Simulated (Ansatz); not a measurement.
# SiC: the cost of one run

Computed with Ansatz 0.2.0 (DFT PBE, scalar-relativistic, plane waves, PAW, unless a step's input says otherwise).

3 further runs of the same task are left out: 3 set aside as unsound or not needed.

**1. The system as given**

Symmetry: P6_3mc, No. 186, hexagonal system. The conventional cell has a = 3.092 Å, b = 3.092 Å, c = 5.074 Å, α = 90.00°, β = 90.00°, γ = 120.00°. Around Si (site symmetry 3m) lie 4 C at 1.89 to 1.91 Å. C (site symmetry 3m) has 4 Si at 1.89 to 1.91 Å in its first shell of neighbours.

Structure file:

```
Si C
1.0
     1.54588   -2.67755    5.07402
     1.54588   -2.67755   -5.07402
     3.09177    5.35510    0.00000
Si C
8 8
Direct
  0.33562 0.33105 0.16667
  0.83562 0.83105 0.16667
  0.33562 0.33105 0.66667
  0.83562 0.83105 0.66667
  0.91895 0.41438 0.33333
  0.41895 0.91438 0.33333
  0.91895 0.41438 0.83333
  0.41895 0.91438 0.83333
  0.52355 0.14312 0.16667
  0.02355 0.64312 0.16667
  0.52355 0.14312 0.66667
  0.02355 0.64312 0.66667
  0.10688 0.22645 0.33333
  0.60688 0.72645 0.33333
  0.10688 0.22645 0.83333
  0.60688 0.72645 0.83333
```

It is built from the cell relaxed beforehand with the same method (10.50 Å³/atom).

**2. The reference: the undisturbed cell on the scan's mesh**

Input file input.yaml:

```yaml
crystal:
  lattice:
    - [1.5458832036, -2.6775482513, 5.0740211774]
    - [1.5458832036, -2.6775482513, -5.0740211774]
    - [3.0917664074, 5.3550965026, 0.0]
  atoms:
    - { symbol: Si, position: [0.335615099, 0.3310515677, 0.1666666667] }
    - { symbol: Si, position: [0.835615099, 0.8310515677, 0.1666666667] }
    - { symbol: Si, position: [0.335615099, 0.3310515677, 0.6666666667] }
    - { symbol: Si, position: [0.835615099, 0.8310515677, 0.6666666667] }
    - { symbol: Si, position: [0.9189484323, 0.414384901, 0.3333333333] }
    - { symbol: Si, position: [0.4189484323, 0.914384901, 0.3333333333] }
    - { symbol: Si, position: [0.9189484323, 0.414384901, 0.8333333333] }
    - { symbol: Si, position: [0.4189484323, 0.914384901, 0.8333333333] }
    - { symbol: C, position: [0.5235515677, 0.143115099, 0.1666666667] }
    - { symbol: C, position: [0.0235515677, 0.643115099, 0.1666666667] }
    - { symbol: C, position: [0.5235515677, 0.143115099, 0.6666666667] }
    - { symbol: C, position: [0.0235515677, 0.643115099, 0.6666666667] }
    - { symbol: C, position: [0.106884901, 0.2264484323, 0.3333333333] }
    - { symbol: C, position: [0.606884901, 0.7264484323, 0.3333333333] }
    - { symbol: C, position: [0.106884901, 0.2264484323, 0.8333333333] }
    - { symbol: C, position: [0.606884901, 0.7264484323, 0.8333333333] }
basis:
  ecutwfc: 420
kpoints:
  mp_grid: { grid: [6, 6, 6] }
hamiltonian:
  xc: pbe
scf:
  occupations: { method: gaussian, width: 0.05 }
output:
  forces: true
  stress: true
  eigenvalues: true
```

The run is started by

```sh
$ ansatz run input.yaml --threads 2 --pin off --max-ram 5120MiB --backend cpu --events-out ev --progress --plain --runs-dir out
```

Q: Estimate wall time and peak memory on 2 threads of Intel Xeon 6975P-C (Granite Rapids), shared host.

About 7.1 s, with a peak of 0.59 GiB.
